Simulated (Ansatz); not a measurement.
Runs of Ansatz 0.2.0 on BN. It takes space group P6_3mc (No. 186, hexagonal). The conventional cell has a = 2.554 Å, b = 2.554 Å, c = 4.227 Å, α = 90.00°, β = 90.00°, γ = 120.00°. N (site symmetry 3m) is surrounded by 4 B at 1.57 to 1.58 Å. Around B (site symmetry 3m) lie 4 N at 1.57 to 1.58 Å. Measurements of this composition are mostly on another form, of space group No. 194.

```csv
task,level,cell,k mesh,smearing,points for each segment of the path,atoms under strain,mesh quality,gap on the mesh (eV),pressure (GPa),relaxed volume (Å³/atom),largest force (eV/Å)
Born charges and dielectric tensor,LDA,as given,12 × 12 × 6,fixed,-,-,not flagged,4.99,-,-,-
band structure,PBEsol0,as given,6 × 6 × 3,fermi-dirac 0.05 eV,4,-,coarse,7.14,(a),-,(b)
relaxation of cell and atoms,BLYP+D3(BJ),relaxed,12 × 12 × 6,fermi-dirac 0.05 eV,-,-,not flagged,5.60,0.0,5.90,-
relaxation of cell and atoms,BLYP+D4,relaxed,12 × 12 × 6,fermi-dirac 0.05 eV,-,-,not flagged,5.60,0.0,5.90,-
elastic constants,PBEsol,as given,9 × 9 × 5,fixed,-,clamped,not flagged,4.99,-5.9,-,0.01
```

Alike in all rows: potentials or basis Ansatz PAW; no spin polarisation; cutoff (eV) 420.

**Question.** Fill in the values left out.

**Answer.** (a) -13.1; (b) 0.04.

Caveats: some runs use coarse meshes; the PAW data sets come from PBE, with cores solved anew for the run's functional, which leaves a small shift of forces and pressure; the plane-wave basis is chosen anew once the cell has moved, so the energies of steps on either side of that aren't comparable (some runs); the thresholds are loose for stress (some runs); the cell is more than 3 GPa from zero pressure, which shifts response properties (some runs); odd divisions of the mesh miss points on the zone boundary, where band edges often lie, so the gap on the mesh can be too wide (some runs).

A k mesh can miss the band edges.

Runs at the PBE level aren't shown here.
